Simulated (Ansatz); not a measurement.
The system is NaI.

```
I Na
1.0
     0.00000    3.23640    3.23640
     3.23640    0.00000    3.23640
     3.23640    3.23640    0.00000
I Na
1 1
Direct
  0.50000 0.50000 0.50000
  0.00000 0.00000 0.00000
```

Base run:

```yaml
Program: Ansatz 0.2.0
Functional: PBEsol
Potentials_or_basis: all-electron LAPW, scalar-relativistic
Cutoff: 133 eV
Density_cutoff: 532 eV
Basis_error_allowed: 0.001 eV/atom
k_mesh: 7 × 7 × 7
Occupations: fermi-dirac, width 0.05 eV
Spin: no spin polarisation
```

Its results: band gap on the k mesh 3.51 eV, direct; pressure -0.5 GPa.

**Question.** The run is repeated on the same cell with these changes: functional from PBEsol to LDA. What comes out?

**Answer.** Band gap on the k mesh 3.33 eV, direct; pressure -1.6 GPa.

LDA binds more tightly than PBEsol, so the same cell stands under less pressure.

Caveats: spin-orbit coupling is left out, which moves the levels of the heavy elements.

Not every run made on this cell is shown here.
